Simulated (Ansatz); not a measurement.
# PbO2 monolayer (1T): from the cell to its phonons, part 2 of 2

The cell of PbO2 monolayer (1T) is at rest. What are its phonons? After the zone centre comes a 6×6×1 q mesh on a 12×12×1 k mesh.

Ansatz 0.2.0; DFT PBE, scalar-relativistic, plane waves, PAW.

So far. Step 2 (Modes at Γ): Before it was imposed, the acoustic sum rule was missed by 1.2e-4 eV/Å² and the charge sum rule by 0.0029 e. Small misses are needed for a sound result but don't prove that mesh and cutoff are converged. The lowest optical mode is real, 305 cm⁻¹.

### Step 3. Response at finite wavevector

Stability and thermal properties need the whole zone. Linear response on a 6×6×1 q mesh gives force constants as far as a supercell of that size would, and the tensors from the zone-centre run are typed in so that the long-range dipole term is interpolated apart.

File input.yaml:

```yaml
crystal:
  lattice:
    - [3.4140422025, 0.0, 0.0]
    - [-1.7070211013, 2.956647277, 0.0]
    - [0.0, 0.0, 28.308]
  atoms:
    - { symbol: Pb, position: [0.0, 0.0, 0.3532570298] }
    - { symbol: O, position: [0.3333333333, 0.6666666667, 0.3907564203] }
    - { symbol: O, position: [0.6666666667, 0.3333333333, 0.3157576393] }
  periodic: [true, true, false]
kpoints:
  mp_grid: { grid: [12, 12, 1] }
hamiltonian:
  xc: pbe
scf:
  occupations: { method: fixed }
output:
  eigenvalues: true
phonons:
  method: dfpt
  qmesh: [6, 6, 1]
  temperatures: { t_max: 1000, t_step: 50 }
  qpath:
    path:
      - [0.0, 0.0, 0.0]
      - [0.5, 0.0, 0.0]
      - [0.33333333, 0.33333333, 0.0]
      - [0.0, 0.0, 0.0]
    npoints: 10
  isolated: true
  non_analytic_term:
    high_frequency_dielectric_tensor: [[1.9323, 0.0, 0.0], [0.0, 1.9323, 0.0], [0.0, 0.0, 1.1122]]
    born_effective_charges:
      - { species: Pb, tensor: [[4.8909, 0.0, 0.0], [0.0, 4.8909, 0.0], [0.0, 0.0, 0.5718]] }
      - { species: O, tensor: [[-2.4455, 0.0, 0.0], [0.0, -2.4455, 0.0], [0.0, 0.0, -0.2859]] }
      - { species: O, tensor: [[-2.4455, 0.0, 0.0], [0.0, -2.4455, 0.0], [0.0, 0.0, -0.2859]] }
    source: "zone-centre run at this cell"
```

The run is started by

```console
ansatz run input.yaml --threads 4 --pin off --max-ram 14336MiB --backend cpu --events-out ev --progress --plain --runs-dir out
```

Numbers of over 12 decimals in the logs are rounded to 6 here.

Output:

```text
Warning: phonons: the dynamical matrix that this run interpolates holds no multipole term above the dipole-dipole one, and a site of this crystal is no centre of inversion, so its interpolated transverse optical and acoustic branches and sound speeds can stay off near Gamma, and the density of states and the thermodynamics with them. What a run solves at a wave vector of phonons.qpoints, Gamma apart, where the deck admits one, is free of this, and under fd what a larger phonons.supercell samples
[...]
Crystal: 3 atoms, lattice volume = 285.744 Å³
Basis set: ecut = 420 eV, 5579 PW (Γ), exchange–correlation on 48×48×384 points (8 copies of the dense FFT grid, shifted against one another)
Bands: 17, of which v1, the nominal top of the filled ones, is band 13 counted from 1 (12 counted from 0)
Symmetry: 12 space group operations
k-points: 19 of 144 (irreducible under 6 space group operations, time reversal used)
[...]
SCF iter   1: F=—  HF=-13038.435087 eV  |F-HF|=—  |Δ(HF+E_count)|=         —  Δρ=1.30e-3  dr2=4.03e-3  ethr=1.77e-3  ⟨swp⟩=7.3  Hψ=2127  notcnv=0  defer=37
[...]
SCF iter   9: F=-13038.436423 eV  HF=-13038.436423 eV  |F-HF|=2.91e-11  |Δ(HF+E_count)|=  3.27e-10  Δρ=2.32e-8  dr2=1.85e-12  ethr=1.00e-12  ⟨swp⟩=25.5  Hψ=3678  notcnv=0
SCF 1 converged in 9 iterations: F = -13038.436423 eV  dr2 = 1.85e-12
[...]
NSCF: frozen V_eff on 19 k-points
[...]
DFPT response loops at q = (0, 0, 0) (fractional): preconditioner auto → none (the input reference at scf.mixing.eps_inf says where Resta's filter doesn't serve); β = 0.50; Broyden in place of MSR1
[...]
SCF converged after 9 iterations
Free energy (F): -13038.436423 eV
[...]
Internal energy: -13038.436423 eV  (E = F + TS)
E sigma→0 (E₀):  -13038.436423 eV
Fermi energy:    -8.086350 eV
[...]
--- Band table (eV; the first three rows and the last of 19) ---
  k-point 0: bands = [... 9 lower, -9.2390, -8.6138, -8.4290, -8.4290, -6.8044, -2.9154, -0.3099, -0.1797]
  k-point 1: bands = [... 9 lower, -9.3399, -8.7321, -8.4192, -8.4132, -6.5607, -2.6834, -0.2385, -0.0567]
  k-point 2: bands = [... 9 lower, -9.6048, -8.9269, -8.3838, -8.3748, -6.0087, -2.1378, -0.1017, 0.3115]
  k-point 18: bands = [... 9 lower, -10.9927, -10.2837, -8.1704, -8.1704, -4.3202, 0.7587, 1.0960, 1.0960]
--- Phonons (Γ-DFPT): 6 representative perturbations + reference (Σ response iterations 26) ---
  ASR residual: 4.379e-5 → 0.000e0 eV/Å²; symmetrization residual: 5.714e-6 eV/Å²
[...]
ASR residual per site (eV/Å²): 3.49e-5 4.17e-5 4.38e-5
  Γ frequencies (cm⁻¹): 0.00 0.00 0.00 305.27 305.27 340.44 340.44 405.23 413.73
--- Phonons (arbitrary-q DFPT): 7 irreducible q on the 6×6×1 mesh ---
  q = [0.0000, 0.0000, 0.0000] (star 1, of the zone-centre solve; hermiticity 6.55e-7, symmetrization 7.16e-11, taken by the last average 1.09e-7): -0.00 0.00 0.00 305.27 305.27 340.44 340.44 405.23 413.73
  q = [0.0000, 0.1667, 0.0000] (star 6, 9 solved perturbations on 78 of 144 k-point pairs; hermiticity 5.32e-7, symmetrization 6.32e-11, taken by the last average 1.88e-7): 16.54 47.46 85.43 286.58 329.43 366.12 393.13 420.23 465.70
[...]
q = [0.1667, 0.1667, 0.0000] (star 6, 6 solved perturbations in 666 linear systems a pass and spin channel, the states on 144 of 144 k-point pairs; hermiticity 1.86e-6, symmetrization 1.14e-10, taken by the last average 5.61e-7): 35.25 90.87 128.16 295.96 335.60 351.68 394.23 436.92 471.29
[...]
sum rule: each row above includes the acoustic sum rule's correction from the zone centre's row sums; it moved no ω² by more than (0.86 cm⁻¹)²
  mesh force constants: q→R imaginary residual 1.20e-16; ASR residual 4.379e-5 → 0.000e0 eV/Å²; symmetrization residual 1.421e-14 eV/Å²
  interpolated dispersion: 31 rows × 9 modes
  density of states and harmonic sums: on the 24×24×1 q-mesh, interpolated from the force constants of a 6×6×1 supercell (with the dipole–dipole term of supplied tensors)
  largest difference from the sums on the solved wave vectors: F 2.85e-2 eV, S 3.53e-5 and C_V 6.70e-6 eV/K
  zero-point energy: 0.158428 eV/cell   skipped modes (ω ≤ 0): 3   left out of the sums: 5.79e-4 of the cell's modes: C_V's classical limit lies that fraction below 3 k_B per atom; for a crystal, a wire or a layer, F and S can be off by more, and a phonons.interpolated_qmesh denser along its periods is the remedy for the sampling
```

Wall time 6.6 min (4 threads of Intel Xeon Platinum 8375C at 2.90GHz (Ice Lake), shared host); peak memory 1.9 GiB.

Numbers from this step:

* sum-rule residual before enforcement: 4.38e-5 eV/Å²
* lowest frequency on the path: 0 cm⁻¹
* highest frequency on the path or at a solved wavevector: 475.5 cm⁻¹
* mean frequency: 283.8 cm⁻¹
* lowest mode on the q mesh (acoustic modes at Γ apart): 16.54 cm⁻¹
* zero-point energy per atom: 52.81 meV
* heat capacity at 300 K: 20.79 J/(mol atoms K)
* vibrational entropy at 300 K: 25.94 J/(mol atoms K)
* edges of the widest gap between branches, on path and mesh: 177.8, 260.6 cm⁻¹

Frequencies (cm⁻¹) solved at each irreducible wavevector; negative means imaginary. Frequencies by wavevector, by row:

```
q in reciprocal lattice units  star  mode 1  mode 2  mode 3  mode 4  mode 5  mode 6  mode 7  mode 8  mode 9
                        0 0 0     1       0       0       0   305.3   305.3   340.4   340.4   405.2   413.7
                   0 0.1667 0     6    16.5    47.5    85.4   286.6   329.4   366.1   393.1   420.2   465.7
                   0 0.3333 0     6    43.5    85.9   152.4     268   327.4     374   394.3   430.3   475.4
                     0 -0.5 0     3    54.5   101.4   177.8   260.6   343.8   350.1   404.6   433.1   474.8
              0.1667 0.1667 0     6    35.2    90.9   128.2     296   335.6   351.7   394.2   436.9   471.3
              0.1667 0.3333 0    12    50.6   119.7   161.2   306.5   328.6   346.3   414.3   435.8   469.5
              0.3333 0.3333 0     2    51.8   151.1   151.1   328.2   328.2     340   432.8   432.8   460.9
```

Interpolated from a 6×6×1 q mesh, with the LO-TO term (at Γ the limit along the path; where Γ stands inside the path, tables give the limit on arrival). The phonon branches at the labelled points (cm⁻¹):

```
  point  branch 1  branch 2  branch 3  branch 4  branch 5  branch 6  branch 7  branch 8  branch 9
      Γ         0         0         0       305       305       340       340       405       414
halfway        30        69       123       275       326       383       385       426       475
      M        55       101       178       261       344       350       404       433       475
halfway        52       123       166       306       334       340       423       430       469
      K        52       151       151       328       328       340       433       433       461
halfway        35        91       128       296       336       352       394       437       471
      Γ         0         0         0       305       305       340       340       405       414
```

The phonon branches as a text plot (rows in cm⁻¹):

```
    466 |     *********************************************
    446 |   **                             ***********     **
    426 | **  *********************************       **********
    406 |*****          **********             *****       ******
    386 |     **********                            *******
    367 |     ****    ****
    347 |*****            *****************  ********************
    327 |   **************         *******************
    307 |*****                     *           *****       ******
    287 |     ****              ***                 *******
    267 |         **************
    248 |
    228 |
    208 |
    188 |
    168 |               **************
    149 |           ****              **************
    129 |         **               ***       *****  **
    109 |       **        *********               **  ***
     89 |           ******                          **   **
     69 |     **  **                                  ***
     50 |   ******    ******************************     ****
     30 | ****  ******                              *****  *****
     10 |*******                                         ********
         Γ                   M           K                      Γ
```

The phonon density of states has structure finer than the step of the table below, so its rows give means over 20 cm⁻¹, whole bins alone (the curve runs from 2.5 to 478 cm⁻¹). Peaks (cm⁻¹: height): 52.5: 0.0786, 157.5: 0.0329, 292.5: 0.0274, 327.5: 0.110, 392.5: 0.0451, 432.5: 0.0965, 472.5: 0.104.

Tetrahedra on a 24×24×1 mesh, mean over bins of 5 cm-1. Interpolated from a 6×6×1 q mesh. Table of phonon density of states by wavenumber; means over each step:

wavenumber (cm⁻¹), phonon density of states (1/cm⁻¹/cell) and a bar:
```
       20      0.011 #######
       40      0.027 #################
       60      0.023 ##############
       80      0.011 #######
      100      0.019 ############
      120      0.016 ##########
      140      0.014 #########
      160      0.022 ##############
      180      0.005 ###
      200      0.000 
      220      0.000 
      240      0.000 
      260      0.005 ###
      280      0.018 ###########
      300      0.017 ##########
      320      0.031 ###################
      340      0.049 ##############################
      360      0.024 ###############
      380      0.010 ######
      400      0.031 ###################
      420      0.031 ###################
      440      0.035 ######################
      460      0.022 ##############
```

The partial phonon density of states has structure finer than the step of the table below, so its rows give means over 20 cm⁻¹, whole bins alone (the curve runs from -10 to 511 cm⁻¹). Peaks (cm⁻¹: height): O 288.1: 0.0226, 327.4: 0.0697, 392.9: 0.0345, 432.2: 0.0711, 471.5: 0.0524; Pb 52.2: 0.0509, 98.1: 0.0186, 157.1: 0.0224.

Phonopy on the run's constants, 19x19x1 mesh, Gaussian sigma 3.7 cm-1. Interpolated from a 6×6×1 q mesh. The partial phonon density of states by wavenumber; means over each step; values in 1/cm⁻¹/cell:

```
wavenumber (cm⁻¹)        O       Pb
                0   4.5e-4  0.00292
               20  0.00132  0.00942
               40  0.00208   0.0254
               60  0.00136   0.0206
               80   9.8e-4  0.00967
              100  0.00119   0.0173
              120  0.00103   0.0153
              140  0.00127   0.0129
              160  0.00241   0.0186
              180   7.6e-4  0.00486
              200        0   7.7e-7
              220        0        0
              240   4.1e-6        0
              260  0.00581   1.3e-4
              280   0.0169   8.8e-4
              300   0.0157  0.00113
              320   0.0300  0.00192
              340   0.0455  0.00345
              360   0.0223  0.00114
              380   0.0118   5.6e-4
              400   0.0294   8.7e-4
              420   0.0311   8.3e-4
              440   0.0345   5.7e-4
              460   0.0184   4.0e-4
              480   0.0255   9.6e-4
              500   4.8e-4   3.9e-5
```

Harmonic thermodynamic functions per atom, from the density of states. Interpolated from a 6×6×1 q mesh. Thermodynamic functions, by row:

```
T (K)  F_vib (meV/atom)  S (J/mol-atom/K)  C_V (J/mol-atom/K)
    0             52.81                 0                   0
  100             48.43             9.009               9.419
  200             34.27             18.19                17.2
  300             11.25             25.94               20.79
  400            -18.98             32.18               22.43
  500            -55.06             37.28               23.27
  600            -95.98             41.57               23.76
  700              -141             45.26               24.06
  800            -189.6             48.48               24.26
  900            -241.4             51.35               24.39
 1000              -296             53.92                24.5
```

Symmetry leaves 7 wavevectors to solve. The lowest mode among them, the acoustic zeros apart, lies at q = (0, 0.167, 0) and is real, 16.5 cm⁻¹.

### Step 4. Isotope substitution, element O, natural mass 15.999 amu

An isotope changes the mass and not the force constants, so no new electronic calculation is needed; the shifts show which modes move this element.

The same force constants with the mass of O changed from 15.999 to 17.999 u (phonopy, no LO-TO term). Both lists are sorted by frequency; levels can cross, so a row need not hold one and the same mode. Modes under 3 cm⁻¹ are left out. Isotope shifts, by row:

```
         q  rank  natural mass (cm⁻¹)  changed mass (cm⁻¹)
     0 0 0     4                305.3                290.2
     0 0 0     5                305.3                290.2
     0 0 0     6                340.4                  321
     0 0 0     7                340.4                  321
     0 0 0     8                405.2                382.1
     0 0 0     9                413.7                393.3
0 0.1667 0     1                16.54                16.41
0 0.1667 0     2                47.46                47.11
0 0.1667 0     3                85.43                84.75
0 0.1667 0     4                286.6                271.7
0 0.1667 0     5                329.4                312.4
0 0.1667 0     6                366.1                345.8
0 0.1667 0     7                393.1                371.4
0 0.1667 0     8                420.2                397.1
0 0.1667 0     9                465.7                441.7
0 0.3333 0     1                43.45                43.24
0 0.3333 0     2                85.89                85.51
0 0.3333 0     3                152.4                151.2
0 0.3333 0     4                  268                253.3
0 0.3333 0     5                327.4                310.7
0 0.3333 0     6                  374                353.9
0 0.3333 0     7                394.3                372.6
0 0.3333 0     8                430.3                405.7
0 0.3333 0     9                475.4                449.3
  0 -0.5 0     1                54.55                54.42
  0 -0.5 0     2                101.4                101.2
  0 -0.5 0     3                177.8                176.3
  0 -0.5 0     4                260.6                245.7
  0 -0.5 0     5                343.8                327.6
  0 -0.5 0     6                350.1                330.1
  0 -0.5 0     7                404.6                382.2
  0 -0.5 0     8                433.1                408.5
  0 -0.5 0     9                474.8                447.7
```

A mode of this element alone would shift by -5.72 %. The highest zone-centre frequency without the field goes from 413.7 to 393.3 cm⁻¹ (-4.9 %). The product of the frequency ratios over all optical modes at Γ is 0.720; the product rule, (m/m′)^(3k/2) (M′/M)^(3/2) with k = 2 such atoms and M the mass of the cell, gives 0.720.

### Step 5. Isotope substitution, element Pb, natural mass 207.2 amu

The same for Pb, from 207.20 to 203.97 u.

The same force constants with the mass of Pb changed from 207.200 to 203.973 u (phonopy, no LO-TO term). Both lists are sorted by frequency; levels can cross, so a row need not hold one and the same mode. Modes under 3 cm⁻¹ are left out. Isotope shifts, by row:

```
         q  rank  natural mass (cm⁻¹)  changed mass (cm⁻¹)
     0 0 0     4                305.3                305.6
     0 0 0     5                305.3                305.6
     0 0 0     6                340.4                340.4
     0 0 0     7                340.4                340.4
     0 0 0     8                405.2                405.2
     0 0 0     9                413.7                414.2
0 0.1667 0     1                16.54                16.65
0 0.1667 0     2                47.46                47.79
0 0.1667 0     3                85.43                86.02
0 0.1667 0     4                286.6                286.8
0 0.1667 0     5                329.4                329.7
0 0.1667 0     6                366.1                366.2
0 0.1667 0     7                393.1                393.2
0 0.1667 0     8                420.2                420.4
0 0.1667 0     9                465.7                  466
0 0.3333 0     1                43.45                43.76
0 0.3333 0     2                85.89                86.52
0 0.3333 0     3                152.4                153.4
0 0.3333 0     4                  268                268.1
0 0.3333 0     5                327.4                327.7
0 0.3333 0     6                  374                374.1
0 0.3333 0     7                394.3                394.4
0 0.3333 0     8                430.3                430.3
0 0.3333 0     9                475.4                475.5
  0 -0.5 0     1                54.55                54.97
  0 -0.5 0     2                101.4                102.2
  0 -0.5 0     3                177.8                  179
  0 -0.5 0     4                260.6                260.6
  0 -0.5 0     5                343.8                344.3
  0 -0.5 0     6                350.1                350.1
  0 -0.5 0     7                404.6                404.6
  0 -0.5 0     8                433.1                433.1
  0 -0.5 0     9                474.8                474.8
```

A mode of this element alone would shift by +0.79 %. The highest zone-centre frequency without the field goes from 413.7 to 414.2 cm⁻¹ (+0.1 %). The product of the frequency ratios over all optical modes at Γ is 1.003; the product rule, (m/m′)^(3k/2) (M′/M)^(3/2) with k = 1 such atoms and M the mass of the cell, gives 1.003.

### Step 6. Outcome

| Quantity | Value |
| --- | --- |
| space group (within 0.01 Å) | P-3m1 |
| area per atom | 3.37 Å² |
| gap on the k-mesh | 1.28 eV |
| highest optical mode at the zone centre (no LO-TO term) | 414 cm⁻¹ |
| lowest optical zone-centre mode | 305 cm⁻¹ |
| largest Born charge (third of the trace) | 3.45 e |
| lowest mode on the q mesh (acoustic modes at Γ apart) | 16.5 cm⁻¹ |
| highest frequency on the path or at a solved wavevector | 476 cm⁻¹ |
| zero-point energy per atom | 52.8 meV |
| heat capacity at 300 K | 20.8 J/(mol atoms K) |
| vibrational entropy at 300 K | 25.9 J/(mol atoms K) |
| imaginary modes on the 6×6×1 q mesh | none |

**Reading.** The structure is a minimum as far as tested: no mode is imaginary at the 7 irreducible wavevectors of the 6×6×1 mesh, and the softest away from the acoustic zeros lies at 17 cm⁻¹. Without the field, the optical modes at Γ span 305 to 414 cm⁻¹. The highest mode in this list at Γ, 413.7 cm⁻¹, is mostly motion of O (87 % of the kinetic energy). The strongest infrared line is at 305 cm⁻¹. Averaged over orientations, the strongest Raman line at 532 nm and 300 K is at 405 cm⁻¹. The tensors are the static, non-resonant ones, while 532 nm light (2.33 eV) lies above the computed gap. On the path and the mesh, the widest gap between branches runs from 178 to 261 cm⁻¹. In a sheet or slab the interpolated bending branch near Γ is rough, since the rotational sum rule isn't imposed. Dielectric tensors refer to the cell with its vacuum. Spin-orbit coupling is left out, which can matter for the heavy elements here. The starting cell was built on a prototype and not taken from a measurement. These are harmonic frequencies at zero temperature: anharmonic shifts, linewidths and thermal expansion are left out.

[Logs are printed without paths, hosts, clocks, repeated set-up lines and the standing remarks that a program may print on its own settings, such as how far it seeks lower states.]

[Hosts, paths, dates, database ids (printed as entryN), source tags and the programs' standing remarks are cut or masked in the printed files.]
